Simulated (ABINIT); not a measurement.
Input of an ABINIT 10.8.3 (patched build) run:

File run.abi:

```
ndtset 7
getwfk -1
scalecart1 3*0.9795861087
scalecart2 3*0.9864848297
scalecart3 3*0.9932883884
scalecart4 3*1.0000000000
scalecart5 3*1.0066227096
scalecart6 3*1.0131594038
scalecart7 3*1.0196128224

pp_dirpath "./"
pseudos "Hg.GGA_PBE-JTH.xml, Se.GGA_PBE-JTH.xml"

acell 3*1.0
rprim
     0.0000000000     5.7428776927     5.7428776927
     5.7428776927     0.0000000000     5.7428776927
     5.7428776927     5.7428776927     0.0000000000
ntypat 2
znucl 80 34
natom 2
typat 1 2
xred
     0.0000000000     0.0000000000     0.0000000000
     0.7500000000     0.7500000000     0.7500000000

ecut 19.0
pawecutdg 38.0
pawxcdev 0

kptopt 1
ngkpt 8 8 8
nshiftk 1
shiftk 0.0 0.0 0.0

ixc 11

nband 13
occopt 3
tsmear 0.05 eV

nstep 100
tolvrs 1.0e-9

iomode 3
prtwf 1
prtden 0
prteig 0
prtebands 0
enunit 1
```

Potentials or basis: JTH PAW PBE v2.0.

Command:

```sh
$ abinit run.abi > log 2>&1
```

(1) Estimate the bulk modulus.

(2) What does it give for the equilibrium volume?

## Answers

(1) 43 GPa (rough).

(2) 30.74 Å³/atom (rough: see the caveat).

Caveat: pressures at fixed basis lie under the slope of the energies; the minimum lies outside the volumes run.
